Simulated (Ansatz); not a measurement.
# Transmission past a defect: Mo wire along [100], 3 atoms a period, Fe in place of one Mo

What does the defect do to the conductance?

Calculated with Ansatz 0.2.0; DFT PBE, plane waves, PAW; relaxation of a wire's period, in the first sound run; inputs show where later runs differ.

This is a report of a sequence of runs, with most program output left out.

## 1. Starting point

The cell holds 3 atoms: 3 Mo. Its edges and angles: a = 9.960 Å, b = 8.380 Å, c = 3.160 Å, α = 90.0°, β = 90.0°, γ = 90.0°. Vacuum lies along a and b. The structure's axis is c.

## 2. Relaxing the period

Band widths follow the bond lengths, so the wire is relaxed first. The atoms and the third cell vector are free; the box across stays fixed as vacuum. A Fermi-Dirac smearing is set since the result may be a metal. The pressure printed is a third of the stress's trace over the whole box, vacuum included; only the stress along the axis is relaxed.

The input, input.yaml:

```yaml
crystal:
  lattice:
    - [9.96, 0.0, 0.0]
    - [0.0, 8.38, 0.0]
    - [0.0, 0.0, 3.16]
  atoms:
    - { symbol: Mo, position: [0.5, 0.405727924, 0.0] }
    - { symbol: Mo, position: [0.341365462, 0.594272076, 0.5] }
    - { symbol: Mo, position: [0.658634538, 0.594272076, 0.5] }
kpoints:
  mp_grid: { grid: [1, 1, 26] }
scf:
  occupations: { method: fermi_dirac, width: 0.05 }
hamiltonian:
  xc: pbe
relax:
  cell: { fix: [a, b, alpha, beta, gamma] }
  max_steps: 60
```

Launch:

```
ansatz run input.yaml --threads 4 --pin off --max-ram 16384MiB --backend cpu --events-out ev --progress --plain --runs-dir out
```

The job ended after 36 s (4 threads of Arm Neoverse V1, shared host; peak memory 0.52 GiB; 2.3 min of CPU time).

Relaxation path:

```
step  energy less that of the first step (eV)  largest force component (eV/Å)  pressure (GPa)  volume (Å³)
   1                                   0.0000                          4.7514           -7.08       263.75
   2                                  -2.1365                          1.9926           -2.81       259.50
   3                                  -2.4635                          1.9862            1.56       255.02
   4                                  -2.6045                          0.2222           -0.32       249.68
   5                                  -2.6493                          0.1641           -0.36       243.03
   6                                  -2.6679                          0.0595           -0.17       237.54
   7                                  -2.7809                          1.3183           -0.21       230.47
   8                                  -3.1270                          0.4218           -0.27       217.60
   9                                  -3.1657                          0.5465            0.06       213.67
  10                                  -3.0793                          0.5251            0.71       202.32
  11                                  -3.1971                          0.0450           -0.33       211.32
  12                                  -3.2002                          0.0463            0.10       209.38
  13                                  -3.2005                          0.0158           -0.06       209.86
  14                                  -3.2005                          0.0025           -0.04       209.82
 15*                                  -3.1989                          0.0029           -0.04       209.82
```

Relaxation steps marked * repeat the geometry before them on a plane-wave basis chosen anew for their cell, so energy and pressure can jump there. Relaxation step 10 was tried and not accepted.

Forces are held to the 4 operations that the run works with; a distortion that breaks them can't arise in this run.

```
cell as run  before  after   change
      c (Å)   3.160  2.514  -20.4 %
```

The atoms that moved most (Å, along periodic axes as changes of fractional coordinates times the final cell, across vacuum about the mean position):

```
atom      dx      dy     dz  length
 Mo2   0.365   0.134  0.000   0.389
 Mo3  -0.365   0.134  0.000   0.389
 Mo1   0.000  -0.269  0.000   0.269
```

Final coordinates:

```cif
data_structure
_symmetry_space_group_name_H-M 'P 1'
_symmetry_Int_Tables_number 1
_cell_length_a 9.9600
_cell_length_b 8.3800
_cell_length_c 2.5139
_cell_angle_alpha 90.000
_cell_angle_beta 90.000
_cell_angle_gamma 90.000
_cell_volume 209.82
loop_
_atom_site_label
_atom_site_type_symbol
_atom_site_fract_x
_atom_site_fract_y
_atom_site_fract_z
_atom_site_occupancy
Mo1 Mo 0.50000 0.37368 0.00000 1
Mo2 Mo 0.37806 0.61030 0.50000 1
Mo3 Mo 0.62194 0.61030 0.50000 1
```

This step gave:

```yaml
energy_at_zero_smearing: -14860.3229 eV
cell_length_along_the_wire: 2.514 Å
```

The cell's length comes to 2.514 Å with spin left out. That is -20 % against the start, more than a small adjustment.

## 3. The perfect wire

This step: DFT PBE, plane waves, PAW; channels and complex bands of a perfect wire (Ansatz 0.2.0).

At the relaxed period the Bloch states of the perfect wire are found at each energy: those that move forward count the open channels, and those that decay describe how a disturbance dies away inside the wire itself. An energy step of 0.035 eV is under the 0.039 eV that the program asks for its thermal average at 300 K.

The input, input.yaml:

```yaml
crystal:
  lattice:
    - [9.96, 0.0, 0.0]
    - [0.0, 8.38, 0.0]
    - [0.0, 0.0, 2.5138620678]
  atoms:
    - { symbol: Mo, position: [0.5, 0.373677392, 0.0] }
    - { symbol: Mo, position: [0.378056669, 0.610297342, 0.5] }
    - { symbol: Mo, position: [0.621943331, 0.610297342, 0.5] }
kpoints:
  mp_grid: { grid: [1, 1, 32] }
scf:
  occupations: { method: fermi_dirac, width: 0.05 }
hamiltonian:
  xc: pbe
output:
  transmission:
    e_range: [-1.26, 1.26]
    de: 0.035
    kmesh: [1, 1]
    reduced_basis: true
    leads: [[0, 0]]
basis:
  ecutwfc: "350 eV"
```

The job ended after 51 s (4 threads; peak memory 0.87 GiB).

This step gave:

| Property | Result |
| --- | --- |
| energy at zero smearing | -14860.3130 eV |
| channels at the energy nearest the Fermi level, one spin | 4 |
| conductance of the lead as this run defines it | 4.309 G₀ |
| band gap | 0 eV |

Table of open channels of the lead, one spin by energy, zero at the Fermi level:

energy (eV), open channels of the lead, one spin and a bar from the least value:
```
   -1.190       4.00 #########
   -1.085       6.00 #################
   -1.015       3.00 ####
   -0.910       3.00 ####
   -0.805       3.00 ####
   -0.700       4.00 #########
   -0.595       6.00 #################
   -0.490       8.00 ##########################
   -0.385       8.00 ##########################
   -0.315       8.00 ##########################
   -0.210       8.00 ##########################
   -0.105       6.00 #################
    0.000       4.00 #########
    0.105       3.00 ####
    0.210       2.00 
    0.315       2.00 
    0.385       4.00 #########
    0.490       3.00 ####
    0.595       5.00 #############
    0.700       5.00 #############
    0.805       6.00 #################
    0.910       9.00 ##############################
    1.015       9.00 ##############################
    1.085       7.00 #####################
    1.190       5.00 #############
```

The slowest values at each energy, most degenerate partners merged, listed up to 1.5 1/Å. Im kz of the slowest decaying states against energy, zero at the Fermi level:

```
energy (eV)  decay 1 (Å⁻¹)  decay 2 (Å⁻¹)  decay 3 (Å⁻¹)  decay 4 (Å⁻¹)
     -1.190         0.0168         0.0339          0.304          0.315
     -1.015         0.0359         0.0584         0.0906          0.236
     -0.805         0.0204         0.0481         0.0640          0.277
     -0.595         0.0324          0.250          0.326          0.371
     -0.385          0.210          0.313          0.436          0.478
     -0.210          0.172          0.295          0.362          0.460
      0.000         0.0446          0.151          0.223          0.264
      0.210         0.0236         0.0822          0.108          0.127
      0.385         0.0746         0.0866         0.0887          0.150
      0.595         0.0764          0.117          0.153          0.244
      0.805         0.0608         0.0752          0.231          0.287
      1.015          0.266          0.266          0.275          0.619
      1.190         0.0701          0.106          0.179          0.252
```

By hand: the program gives 4.0004 × 10^14 S/m² over the cell's cross-section of 83.46 Å² = 8.346 × 10^-19 m², so one cell conducts 3.339 × 10^-4 S. Divided by G0 = 2e²/h = 7.748 × 10^-5 S this is 4.31 G0, a resistance of 2.99 kΩ.

At the computed energy nearest the Fermi level there are 4 channels a spin, and the thermal average gives 4.31 G₀.

## 4. Relaxing the junction

This step: DFT PBE, plane waves, PAW; relaxation of a junction in a wire, ends held (Ansatz 0.2.0).

System of this step: Mo wire along [100], 3 atoms a period, Fe in place of one Mo. The cell holds 27 atoms: 26 Mo and 1 Fe. Its edges and angles: a = 9.960 Å, b = 8.380 Å, c = 22.625 Å, α = 90.0°, β = 90.0°, γ = 90.0°. Regions: held atoms, 18 atoms (18 Mo); free atoms, 9 atoms (8 Mo and 1 Fe). Vacuum lies along a and b. The structure's axis is c.

9 atoms at the defect are free to relax, while 18 stay where the perfect wire has them, so that the ends still repeat as a lead. The cutoff is set under the files' recommended one to save time.

The input, input.yaml:

```yaml
crystal:
  lattice:
    - [9.96, 0.0, 0.0]
    - [0.0, 8.38, 0.0]
    - [0.0, 0.0, 22.6247586103]
  atoms:
    - { symbol: Mo, position: [0.5, 0.373677392, 0.0] }
    - { symbol: Mo, position: [0.378056669, 0.610297342, 0.055555556] }
    - { symbol: Mo, position: [0.621943331, 0.610297342, 0.055555556] }
    - { symbol: Mo, position: [0.5, 0.373677392, 0.111111111] }
    - { symbol: Mo, position: [0.378056669, 0.610297342, 0.166666667] }
    - { symbol: Mo, position: [0.621943331, 0.610297342, 0.166666667] }
    - { symbol: Mo, position: [0.5, 0.373677392, 0.222222222] }
    - { symbol: Mo, position: [0.378056669, 0.610297342, 0.277777778] }
[... 15 atom lines left out ...]
    - { symbol: Mo, position: [0.621943331, 0.610297342, 0.833333333] }
    - { symbol: Mo, position: [0.5, 0.373677392, 0.888888889] }
    - { symbol: Mo, position: [0.378056669, 0.610297342, 0.944444444] }
    - { symbol: Mo, position: [0.621943331, 0.610297342, 0.944444444] }
magnetization:
  spin_polarized: true
kpoints:
  mp_grid: { grid: [1, 1, 2] }
scf:
  occupations: { method: fermi_dirac, width: 0.1 }
hamiltonian:
  xc: pbe
relax:
  constraints:
    - { sites: [0, 1, 2, 3, 4, 5, 6, 7, 8, 18, 19, 20, 21, 22, 23, 24, 25, 26] }
  f_tol: 0.06
  max_steps: 35
basis:
  ecutwfc: "350 eV"
```

Elapsed: 9.2 min, on 4 threads; peak memory 4.8 GiB.

Step by step:

```
step  energy less that of the first step (eV)  largest force component (eV/Å)
   1                                   0.0000                          0.7891
   2                                  -0.1524                          0.6758
   3                                  -0.4123                          0.5393
   4                                  -0.7413                          0.6894
   5                                  -0.9838                          0.3612
   6                                  -1.1264                          0.3942
   7                                  -1.2114                          0.3415
   8                                  -1.2388                          0.2250
   9                                  -1.2637                          0.2234
  10                                  -1.2824                          0.1902
  11                                  -1.3014                          0.1213
  12                                  -1.3114                          0.1473
  13                                  -1.2541                          0.3603
  14                                  -1.3186                          0.0437
```

Relaxation step 13 was tried and not accepted.

The atoms that moved most (Å):

```
atom      dx      dy      dz  length
Mo17   0.923   0.294  -0.044   0.970
Mo11   0.786   0.176   0.255   0.845
Mo18   0.715  -0.440   0.009   0.839
Fe14  -0.013  -0.809   0.215   0.837
Mo12   0.618  -0.308   0.194   0.717
Mo16   0.582  -0.121   0.027   0.595
Mo13   0.442  -0.070  -0.122   0.464
Mo15  -0.325   0.212   0.176   0.426
```

Final coordinates:

```cif
data_structure
_symmetry_space_group_name_H-M 'P 1'
_symmetry_Int_Tables_number 1
_cell_length_a 9.9600
_cell_length_b 8.3800
_cell_length_c 22.6248
_cell_angle_alpha 90.000
_cell_angle_beta 90.000
_cell_angle_gamma 90.000
_cell_volume 1888.37
loop_
_atom_site_label
_atom_site_type_symbol
_atom_site_fract_x
_atom_site_fract_y
_atom_site_fract_z
_atom_site_occupancy
Mo1 Mo 0.50000 0.37368 0.00000 1
Mo2 Mo 0.37806 0.61030 0.05556 1
Mo3 Mo 0.62194 0.61030 0.05556 1
Mo4 Mo 0.50000 0.37368 0.11111 1
Mo5 Mo 0.37806 0.61030 0.16667 1
Mo6 Mo 0.62194 0.61030 0.16667 1
Mo7 Mo 0.50000 0.37368 0.22222 1
Mo8 Mo 0.37806 0.61030 0.27778 1
Mo9 Mo 0.62194 0.61030 0.27778 1
Mo10 Mo 0.51156 0.38375 0.32739 1
Mo11 Mo 0.45702 0.63130 0.40018 1
Mo12 Mo 0.68398 0.57355 0.39747 1
Mo13 Mo 0.54441 0.36532 0.43904 1
Fe14 Fe 0.37677 0.51379 0.50948 1
Mo15 Mo 0.58932 0.63556 0.50776 1
Mo16 Mo 0.55846 0.35926 0.55676 1
Mo17 Mo 0.47071 0.64541 0.60917 1
Mo18 Mo 0.69374 0.55782 0.61149 1
Mo19 Mo 0.50000 0.37368 0.66667 1
Mo20 Mo 0.37806 0.61030 0.72222 1
Mo21 Mo 0.62194 0.61030 0.72222 1
Mo22 Mo 0.50000 0.37368 0.77778 1
Mo23 Mo 0.37806 0.61030 0.83333 1
Mo24 Mo 0.62194 0.61030 0.83333 1
Mo25 Mo 0.50000 0.37368 0.88889 1
Mo26 Mo 0.37806 0.61030 0.94444 1
Mo27 Mo 0.62194 0.61030 0.94444 1
```

This step gave:

* energy at zero smearing: -133269.0972 eV
* total moment: 2.311 μB
* absolute moment: 4.220 μB

Site moment by element, in μB:

```
element  atoms   mean  spread (r.m.s.)  least  largest
     Mo     26  -0.01             0.02  -0.07     0.03
     Fe      1   2.41             0.00   2.41     2.41
```

The atoms farthest from the mean of their element:

```
atom        x, y, z (Å)  site moment (μB)
Mo11   4.55, 5.29, 9.05             -0.07
Mo21  6.19, 5.11, 16.34              0.03
Mo16  5.56, 3.01, 12.60             -0.05
Mo17  4.69, 5.41, 13.78             -0.05
Mo20  3.77, 5.11, 16.34             -0.04
Mo23  3.77, 5.11, 18.85              0.02
 Mo9   6.19, 5.11, 6.28              0.01
Mo27  6.19, 5.11, 21.37              0.01
```

The largest force component on a free atom ends at 0.044 eV/Å, under the limit of 0.06. Fe ends nearest to Mo at 2.35 Å, Mo at 2.47 Å, Mo at 2.62 Å, Mo at 2.68 Å and Mo at 2.78 Å; its sphere holds +2.41 μB. 6 atoms of the wire itself, hydrogen apart, moved by over 0.45 Å, up to 0.97 Å.

(Continued in part 2 of 2.)

[Logs are printed without paths, hosts, clocks, repeated set-up lines and the standing remarks that a program may print on its own settings, such as how far it seeks lower states.]

[Hosts, paths, dates, database ids (printed as entryN), source tags and the programs' standing remarks are cut or masked in the printed files.]
